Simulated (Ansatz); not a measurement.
# PtS2: the cost of one run

Method: reference: DFT, HSE06, plane waves, PAW, in Ansatz 0.2.0.

5 further runs of the same task are left out: 1 for a known fault of the program, 4 that didn't finish.

### Step 1. Starting point

It takes space group R-3m (No. 166, trigonal). The conventional cell has a = 3.529 Å, b = 3.529 Å, c = 16.569 Å, α = 90.00°, β = 90.00°, γ = 120.00°. Pt (site symmetry -3m) has 6 S at 2.39 Å as nearest neighbours. Around S (site symmetry 3m) lie 3 Pt at 2.39 Å.

As a file:

```cif
data_structure
_symmetry_space_group_name_H-M 'P 1'
_symmetry_Int_Tables_number 1
_cell_length_a 5.8869
_cell_length_b 5.8869
_cell_length_c 5.8869
_cell_angle_alpha 34.882
_cell_angle_beta 34.882
_cell_angle_gamma 34.882
_cell_volume 59.56
loop_
_atom_site_label
_atom_site_type_symbol
_atom_site_fract_x
_atom_site_fract_y
_atom_site_fract_z
_atom_site_occupancy
Pt1 Pt 0.00000 0.00000 0.00000 1
S1 S 0.25830 0.25830 0.25830 1
S2 S 0.74170 0.74170 0.74170 1
```

### Step 2. Baseline

Contents of input.yaml:

```yaml
crystal:
  lattice:
    - [1.7644429029, 1.018701585, 5.5230462153]
    - [-1.7644429029, 1.018701585, 5.5230462153]
    - [0.0, -2.0374031699, 5.5230462153]
  atoms:
    - { symbol: Pt, position: [0.0, 0.0, 0.0] }
    - { symbol: S, position: [0.2583047871, 0.2583047871, 0.2583047871] }
    - { symbol: S, position: [0.7416952129, 0.7416952129, 0.7416952129] }
kpoints:
  mp_grid: { grid: [4, 4, 4] }
hamiltonian:
  xc: hse06
scf:
  occupations: { method: fixed }
  n_extra_bands: 4
output:
  forces: true
  stress: true
  eigenvalues: true
  write_density: true
  write_potential: true
  elf: true
  volumetric_format: npy
```

On the command line:

```console
$ ansatz run input.yaml --threads 4 --pin off --max-ram 3686MiB --backend cpu --events-out ev --progress --plain --runs-dir out
```

**Question.** How long does this run take on 4 threads of an x86-64 CPU, shared host, and how much memory does it need?

About 72 s, with a peak of 0.92 GiB.
